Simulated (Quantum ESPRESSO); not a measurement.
P: relaxation of the atoms with PBE

The system is P, a slab with vacuum.

```xyz
12
Lattice="3.3136 0.0000 0.0000 0.0000 4.3763 0.0000 0.0000 0.0000 23.5614" Properties=species:S:1:pos:R:3 pbc="T T T"
P     0.0000    0.3527    4.9166
P     0.0000    4.0236    7.0834
P     1.6568    1.8354    4.9166
P     1.6568    2.5409    7.0834
P     1.6568    0.3527   10.1556
P     1.6568    4.0236   12.3224
P     0.0000    1.8354   10.1556
P     0.0000    2.5409   12.3224
P     0.0000    0.3527   15.3946
P     0.0000    4.0236   17.5614
P     1.6568    1.8354   15.3946
P     1.6568    2.5409   17.5614
```

```yaml
Program: Quantum ESPRESSO 7.5
Task: relaxation of the atoms
Functional: PBE
Potentials_or_basis: GBRV 1.5 PBE
Cutoff: 612 eV
Density_cutoff: 4898 eV
k_mesh: 10 × 8 × 1
Occupations: fermi-dirac, width 0.05 eV
Spin: no spin polarisation
Mixing_beta: 0.5
Most_SCF_iterations: 120
SCF_threshold: 2.4e-09 Ry
Most_ionic_steps: 40
Forc_conv_thr: 0.0004 Ry/bohr
Etot_conv_thr: 1e-05 Ry
Ion_dynamics: bfgs
```

```
Energy gained by relaxing    : 4.4 meV/atom
Ionic steps                  : 19
Largest force after relaxing : 0.008 eV/Å
Band gap on the k mesh       : 0.07 eV, direct
```

Forces on the atoms (eV/Å):
```
P    0.000 -0.003 -0.001
P    0.000  0.007  0.004
P    0.000  0.003 -0.001
P    0.000 -0.007  0.004
P    0.000 -0.006 -0.003
P    0.000  0.006  0.003
P    0.000  0.006 -0.003
P    0.000 -0.006  0.003
P    0.000 -0.007 -0.004
P    0.000  0.003  0.001
P    0.000  0.007 -0.004
P    0.000 -0.003  0.001
```

The path:
| step | energy change (eV) | largest force (eV/Å) |
| --- | --- | --- |
| 1 | 0.0000 | 0.2385 |
| 2 | -0.0072 | 0.1678 |
| 3 | -0.0119 | 0.1040 |
| 4 | -0.0140 | 0.0498 |
| 5 | -0.0145 | 0.0502 |
| 6 | -0.0150 | 0.0535 |
| 7 | -0.0157 | 0.0571 |
| 8 | -0.0166 | 0.0618 |
| 9 | -0.0180 | 0.0680 |
| 10 | -0.0198 | 0.0758 |
| 11 | -0.0223 | 0.1039 |
| 12 | -0.0257 | 0.1386 |
| 13 | -0.0302 | 0.1727 |
| 14 | -0.0362 | 0.1964 |
| 15 | -0.0438 | 0.1879 |
| 16 | -0.0498 | 0.1281 |
| 17 | -0.0523 | 0.0541 |
| 18 | -0.0529 | 0.0162 |
| 19 | -0.0530 | 0.0082 |

Final structure:
```cif
data_structure
_symmetry_space_group_name_H-M 'P 1'
_symmetry_Int_Tables_number 1
_cell_length_a 3.3136
_cell_length_b 4.3763
_cell_length_c 23.5614
_cell_angle_alpha 90.000
_cell_angle_beta 90.000
_cell_angle_gamma 90.000
_cell_volume 341.67
loop_
_atom_site_label
_atom_site_type_symbol
_atom_site_fract_x
_atom_site_fract_y
_atom_site_fract_z
_atom_site_occupancy
P1 P 0.00000 0.08052 0.19555 1
P2 P 0.00000 0.91983 0.28651 1
P3 P 0.50000 0.41948 0.19555 1
P4 P 0.50000 0.58017 0.28651 1
P5 P 0.50000 0.08017 0.43143 1
P6 P 0.50000 0.91983 0.52258 1
P7 P 0.00000 0.41983 0.43143 1
P8 P 0.00000 0.58017 0.52258 1
P9 P 0.00000 0.08017 0.66750 1
P10 P 0.00000 0.91948 0.75847 1
P11 P 0.50000 0.41983 0.66750 1
P12 P 0.50000 0.58052 0.75847 1
```

Levels at points of the mesh, in eV from the valence-band top:
| k point | band 28 | band 29 | band 30 | band 31 | band 32 | band 33 |
| --- | --- | --- | --- | --- | --- | --- |
| (0.00, 0.00, 0.00) | -0.76 | -0.37 | 0.00 | 0.07 | 0.54 | 0.84 |
| (0.00, -0.50, 0.00) | -1.27 | -1.20 | -1.20 | 1.57 | 1.57 | 1.64 |
| (-0.50, 0.00, 0.00) | -2.44 | -2.24 | -2.24 | 0.86 | 0.86 | 0.92 |
| (-0.50, -0.50, 0.00) | -1.83 | -1.78 | -1.78 | 1.92 | 1.92 | 1.97 |

Wall time 23 min on 8 MPI ranks on Intel(R) Xeon(R) Platinum 8375C CPU @ 2.90GHz (Ice Lake), with other jobs on the host, peak memory 2.2 GiB a rank.

As with any semilocal functional, this PBE gap is likely too small.
